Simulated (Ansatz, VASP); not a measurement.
## Two plane-wave programs on BN

```
CELL_PARAMETERS angstrom
-3.75917 -0.72345 -3.29488
1.25306 3.61726 -3.29488
2.50611 -2.89381 -3.29488
ATOMIC_POSITIONS crystal
B 0.71459 0.42887 0.85745
B 0.85745 0.71459 0.42887
B 0.57173 0.14316 0.28602
B 0.42887 0.85745 0.71459
B 0.14316 0.28602 0.57173
B 0.28602 0.57173 0.14316
B 0.00030 0.00030 0.00030
N 0.38155 0.09584 0.52441
N 0.52441 0.38155 0.09584
N 0.23869 0.81012 0.95298
N 0.09584 0.52441 0.38155
N 0.81012 0.95298 0.23869
N 0.95298 0.23869 0.81012
N 0.66726 0.66726 0.66726
```

Alike in both runs: task single point; functional PBE; dispersion D3(BJ); k mesh 1 × 1 × 1; occupations gaussian, width 0.01 eV; no spin polarisation.

|  | VASP | Ansatz |
| --- | --- | --- |
| version | VASP 6.6.1 | Ansatz 0.2.0 |
| potentials or method | VASP PAW PBE potentials, release 64 (B, N) | scalar-relativistic, plane waves, PAW |
| plane-wave cutoff (eV) | 520 | 420 |
| valence electrons in the cell | 56 | 56 |

|  | VASP | Ansatz | Ansatz less VASP |
| --- | --- | --- | --- |
| gap on the k mesh at the Fermi level (eV) | 6.75 | 6.75 | 0.000 |
| least direct gap on the mesh (eV) | 6.75 | 6.75 | 0.000 |
| pressure (GPa) | -7.3 | -7.4 | -0.04 |
| largest component of the traceless stress (GPa) | 6.02 | 5.80 | -0.225 |
| rms of the force components (eV/Å) | 0.037 | 0.037 | +0.0002 |

Atom by atom the forces differ by 0.000 eV/Å (rms over components). The functional is the same, so the differences come from potentials, cutoffs and numerics.

Caveats: the k mesh is coarse (spacing up to 1.27 Å⁻¹), so the values aren't converged; an odd mesh through Γ misses points on the zone boundary, where band edges often lie.
